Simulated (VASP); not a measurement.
# Cu (I4/mmm) in VASP: further runs

Runs on Cu. Level: PBE. Tasks: single point.

All numbers are computed with VASP 6.6.1; they aren't measurements. Logs are shortened: lines on timing, memory, paths and dates and some standing lists are left out, and cuts for length are marked.

## (1) The undisturbed crystal

It takes space group I4/mmm (No. 139, tetragonal). The conventional cell has a = 2.886 Å, b = 2.886 Å, c = 2.752 Å, α = 90.00°, β = 90.00°, γ = 90.00°. Cu (site symmetry 4/mmm) has 10 Cu at 2.46 to 2.75 Å as nearest neighbours.

This isn't the form of Cu at room conditions, which is fcc.

## (2) Single point, PBE (volume scaled by 0.98)

INCAR reads:

```
PREC     = Accurate       # precision mode
ENCUT    = 520            # plane-wave cutoff, eV
EDIFF    = 1E-6           # SCF threshold, eV
ISMEAR   = -1             # smearing method
SIGMA    = 0.05           # smearing width, eV
LREAL    = False          # projectors in reciprocal space
LASPH    = True           # aspherical terms in the spheres
NELM     = 60             # most SCF steps
ALGO     = Fast           # electronic algorithm
ISIF     = 2              # what is computed and relaxed
LWAVE    = False          # write WAVECAR
LCHARG   = False          # write CHGCAR
GGA      = PE             # functional
NBANDS   = 12             # bands
```

KPOINTS reads:

```
Automatic mesh
0
Gamma
  13 13 13
```

POSCAR reads:

```
Cu
1.0
   -1.4331098516      1.4331098516      1.3668457257
    1.4331098516     -1.4331098516      1.3668457257
    1.4331098516      1.4331098516     -1.3668457257
Cu
1
Direct
    0.0000000000      0.0000000000      0.0000000000
```

Potentials or basis: VASP PAW PBE potentials, release 64 (Cu).

Run with:

```console
cat potpaw_PBE.64/Cu/POTCAR > POTCAR
mpirun -np 1 vasp_std > vasp.out
```

OUTCAR:

```text
PREC = Accurate
   ENCUT = 520
   EDIFF = 1E-6
   ISMEAR = -1
   LREAL = False
   LASPH = True
   NELM = 60
   ISIF = 2
   GGA = PE

 ion  position               nearest neighbor table
   1  0.000  0.000  0.000-

  LATTYP: Found a body centered tetragonal cell.
 ALAT       =     2.8662197032
 C/A-ratio  =     0.9537620052

  Lattice vectors:

 A1 = (  -1.4331098516,   1.4331098516,   1.3668457257)
 A2 = (   1.4331098516,  -1.4331098516,   1.3668457257)
 A3 = (   1.4331098516,   1.4331098516,  -1.3668457257)

Analysis of symmetry for initial positions (statically):
=====================================================================
 Subroutine PRICEL returns:
 Original cell was already a primitive cell.

 Routine SETGRP: Setting up the symmetry group for a
 body centered tetragonal supercell.

 Subroutine GETGRP returns: Found 16 space group operations
 (whereof 16 operations were pure point group operations)
 out of a pool of 16 trial point group operations.

The static configuration has the point symmetry D_4h.

Analysis of symmetry for dynamics (positions and initial velocities):
=====================================================================
 Subroutine PRICEL returns:
 Original cell was already a primitive cell.

 Routine SETGRP: Setting up the symmetry group for a
 body centered tetragonal supercell.

 Subroutine GETGRP returns: Found 16 space group operations
 (whereof 16 operations were pure point group operations)
 out of a pool of 16 trial point group operations.

The dynamic configuration has the point symmetry D_4h.

 Subroutine INISYM returns: Found 16 space group operations
 (whereof 16 operations are pure point group operations),
 and found     1 'primitive' translations

----------------------------------------------------------------------------------------

                                     Primitive cell

  volume of cell :      11.2289

  direct lattice vectors                    reciprocal lattice vectors
    -1.433109852  1.433109852  1.366845726     0.000000000  0.348891608  0.365805731
     1.433109852 -1.433109852  1.366845726     0.348891608  0.000000000  0.365805731
     1.433109852  1.433109852 -1.366845726     0.348891608  0.348891608  0.000000000

  length of vectors
     2.444560274  2.444560274  2.444560274     0.505508839  0.505508839  0.493407243

  position of ions in fractional coordinates (direct lattice)
     0.000000000  0.000000000  0.000000000

  ion indices of the primitive-cell ions
   primitive index   ion index
                 1           1

----------------------------------------------------------------------------------------

 KPOINTS: Automatic mesh

Automatic generation of k-mesh.
 Grid dimensions read from file:
 generate k-points for:   13   13   13

 Generating k-lattice:

  Cartesian coordinates                     Fractional coordinates (reciprocal lattice)
     0.000000000  0.026837816  0.028138902     0.076923077  0.000000000 -0.000000000
     0.026837816  0.000000000  0.028138902     0.000000000  0.076923077 -0.000000000
     0.026837816  0.026837816  0.000000000     0.000000000  0.000000000  0.076923077

  Length of vectors
     0.038885295  0.038885295  0.037954403

  Shift w.r.t. Gamma in fractional coordinates (k-lattice)
     0.000000000  0.000000000  0.000000000

 Subroutine IBZKPT returns following result:
 ===========================================

 Found    196 irreducible k-points:

 Following reciprocal coordinates:
            Coordinates               Weight
  0.000000  0.000000  0.000000      1.000000
  0.076923  0.000000 -0.000000      8.000000
  0.153846  0.000000  0.000000      8.000000
  0.230769  0.000000 -0.000000      8.000000
  0.307692  0.000000  0.000000      8.000000
  0.384615  0.000000 -0.000000      8.000000
[... 16 lines left out ...]
  0.384615  0.153846  0.000000     16.000000
  0.461538  0.153846  0.000000     16.000000
 [... further k-points ...]
   k-points           NKPTS =    196   k-points in BZ     NKDIM =    196   number of bands    NBANDS=     12
   number of dos      NEDOS =    301   number of ions     NIONS =      1
   total plane-waves  NPLWV =   5832
   dimension x,y,z NGX =    18 NGY =   18 NGZ =   18
   dimension x,y,z NGXF=    36 NGYF=   36 NGZF=   36
   ions per type =               1
   NGX,Y,Z   is equivalent  to a cutoff of  12.24, 12.24, 12.24 a.u.
   NGXF,Y,Z  is equivalent  to a cutoff of  24.48, 24.48, 24.48 a.u.
 SYSTEM =  unknown system
   PREC   = accura    normal or accurate (medium, high low for compatibility)
   ISTART =      0    job   : 0-new  1-cont  2-samecut
   ICHARG =      2    charge: 1-file 2-atom 10-const
   ISPIN  =      1    spin polarized calculation?
   LNONCOLLINEAR =      F non collinear calculations
   LSORBIT =      F    spin-orbit coupling
   LASPH  =      T    aspherical Exc in radial PAW
   ENCUT  =  520.0 eV  38.22 Ry    6.18 a.u.   4.55  4.55  4.55*2*pi/ulx,y,z
   NELM   =     60;   NELMIN=  2; NELMDL= -5     # of ELM steps
   EDIFF  = 0.1E-05   stopping-criterion for ELM
   LREAL  =      F    real-space projection
   EDIFFG = 0.1E-04   stopping-criterion for IOM
   NSW    =      0    number of steps for IOM
   IBRION =     -1    ionic relax: 0-MD 1-quasi-New 2-CG
   NFREE  =      0    steps in history (QN), initial steepest desc. (CG)
   ISIF   =      2    stress and relaxation
   ISYM   =      2    0-nonsym 1-usesym 2-fastsym
   POTIM  = 0.5000    time-step for ionic-motion
   TEBEG  =    0.0;   TEEND  =   0.0 temperature during run
   PSTRESS=    0.0 pullay stress
   NELECT =      11.0000    total number of electrons
   NUPDOWN=      -1.0000    fix difference up-down
   EMIN   =  10.00;   EMAX   =-10.00  energy-range for DOS
   EFERMI =   0.00;   METHOD = LEGACY
   ISMEAR =    -1;   SIGMA  =   0.05  broadening in eV -4-tet -1-fermi 0-gaus
   EFERMI_NEDOS =   21; number of points for ismear=-14 and -15
   IALGO  =     68    algorithm
   IMIX   =      4    mixing-type and parameters
     AMIX     =   0.40;   BMIX     =  1.00
     AMIX_MAG =   1.60;   BMIX_MAG =  1.00
  volume/ion in A,a.u.               =      11.23        75.78
  Fermi-wavevector in a.u.,A,eV,Ry     =   1.625897  3.072499 35.967539  2.643540
  Thomas-Fermi vector in A             =   2.718945
   LORBIT       =      0    0 simple, 1 ext, 2 COOP (PROOUT), +10 PAW based schemes
   GGA     = PE    functional components
   LHFCALC =     F    Hartree Fock is set to
   AEXX    =    0.0000 exact exchange contribution
   IVDW    =     0    specifies the selected vdW correction
   LEPSILON=     F    determine dielectric tensor
   LRPA    =     F    only Hartree local field effects (RPA)
 non-spin polarized calculation
 RMM-DIIS sequential band-by-band and
  energy-cutoff  :      520.00
  volume of cell :       11.23
 maximum number of plane-waves:       317
   NGX =  9   NGY =  9   NGZ =  9

 number of electron      11.0000005 magnetization

 Free energy of the ion-electron system (eV)
  ---------------------------------------------------
  ext. energy  EPLUGINS =         0.00000000
  ---------------------------------------------------
  free energy    TOTEN  =        -3.67000545 eV

  energy without entropy =       -3.66749362  energy(sigma->0) =       -3.66874954

 E-fermi :   8.1837     XC(G=0): -13.0222

 val. band max:        8.1622336784   @ k =  -0.3077   0.4615   0.0769
 cond. band min:       8.2019804122   @ k =  -0.2308   0.4615   0.0769
 fundamental gap:      0.0397467338
 Fermi energy:         8.1837335697

 k-point     1 :       0.0000    0.0000    0.0000
  band No.  band energies     occupation
      1      -1.5083      2.00000
      2       4.8401      2.00000
      3       5.0415      2.00000
      4       5.0415      2.00000
      5       5.9382      2.00000
      6       6.1506      2.00000
      7      33.3004      0.00000
      8      33.3004      0.00000
      9      34.5522      0.00000
     10      37.5014      0.00000
     11      37.6426      0.00000
     12      37.6549      0.00000

 k-point     2 :       0.0769    0.0000   -0.0000
  band No.  band energies     occupation
      1      -1.2681      2.00000
      2       4.8453      2.00000
      3       5.0343      2.00000
      4       5.0818      2.00000
      5       5.9382      2.00000
      6       6.1164      2.00000
      7      31.7638      0.00000
      8      32.7444      0.00000
      9      33.0608      0.00000
     10      35.2992      0.00000
     11      35.9616      0.00000
     12      36.6667      0.00000

 k-point     3 :       0.1538    0.0000    0.0000
  band No.  band energies     occupation
      1      -0.5651      2.00000
      2       4.7471      2.00000
      3       4.9947      2.00000
      4       5.3152      2.00000
      5       5.9342      2.00000
      6       6.0657      2.00000
      7      27.8174      0.00000
      8      31.0060      0.00000
      9      31.6149      0.00000
     10      32.8587      0.00000
     11      34.6737      0.00000
     12      37.0904      0.00000
[... 286 lines left out ...]
 k-point    23 :       0.3846    0.1538    0.0000
  band No.  band energies     occupation
      1       3.2772      2.00000
      2       4.1925      2.00000
      3       5.3460      2.00000
      4       6.0141      2.00000
      5       6.4296      2.00000
      6       9.2376      0.00000
      7      13.7031      0.00000
      8      20.7502      0.00000
      9      25.6907      0.00000
     10      32.3012      0.00000
     11      37.8661      0.00000
     12      39.5853      0.00000

 k-point    24 :       0.4615    0.1538    0.0000
  band No.  band energies     occupation
      1       3.2737      2.00000
      2       4.1986      2.00000
      3       5.3411      2.00000
      4       6.0247      2.00000
      5       6.3759      2.00000
      6       9.1304      0.00000
      7      13.8915      0.00000
      8      20.6361      0.00000
      9      25.8244      0.00000
     10      32.2652      0.00000
     11      38.1446      0.00000
     12      40.4662      0.00000

 [... further k-points ...]
[... 5 lines left out ...]
  --------------------------------------------------------------------------------------
  -------------------------------------------------------------------------------------
  Total        0.8203391      0.8203391      0.8278004      0.0000000     -0.0000000     -0.0000000
  in kB      117.0484134    117.0484134    118.1130194      0.0000000     -0.0000000     -0.0000000
  external PRESSURE =     117.4032821 kB  Pullay stress =       0.0000000 kB

 VOLUME and BASIS-vectors are now :
 -----------------------------------------------------------------------------
  energy-cutoff  :      520.00
  volume of cell :       11.23
      direct lattice vectors                 reciprocal lattice vectors
    -1.433109852  1.433109852  1.366845726     0.000000000  0.348891608  0.365805731
     1.433109852 -1.433109852  1.366845726     0.348891608  0.000000000  0.365805731
     1.433109852  1.433109852 -1.366845726     0.348891608  0.348891608  0.000000000

 POSITION                                       TOTAL-FORCE (eV/Angst)
 -----------------------------------------------------------------------------------
      0.00000      0.00000      0.00000         0.000000      0.000000      0.000000
 -----------------------------------------------------------------------------------
    total drift:                                0.000000      0.000000      0.000000

  FREE ENERGIE OF THE ION-ELECTRON SYSTEM (eV)
  ---------------------------------------------------
  free  energy   TOTEN  =        -3.6700054535 eV

  energy  without entropy=       -3.6674936176  energy(sigma->0) =       -3.66874954
```

Run time: 18 s. Hardware: 1 thread of Intel Xeon Platinum 8488C (Sapphire Rapids), shared host; peak memory 0.13 GiB.

Results:

```yaml
Free_energy: -3.6700 eV
Pressure: 11.7 GPa
Band_gap_on_the_k_mesh: none (metal or under the smearing width)
```

Stress tensor (GPa, compression positive):
```
11.70  0.00  0.00
 0.00 11.70  0.00
 0.00  0.00 11.81
```

Levels at points of the mesh, in eV from the Fermi level:
| k point | band 2 | band 3 | band 4 | band 5 | band 6 | band 7 | band 8 | band 9 | band 10 | band 11 |
| --- | --- | --- | --- | --- | --- | --- | --- | --- | --- | --- |
| (0.00, 0.00, 0.00) | -3.34 | -3.14 | -3.14 | -2.25 | -2.03 | 25.12 | 25.12 | 26.37 | 29.32 | 29.46 |

(Continued in part 2 of 2.)
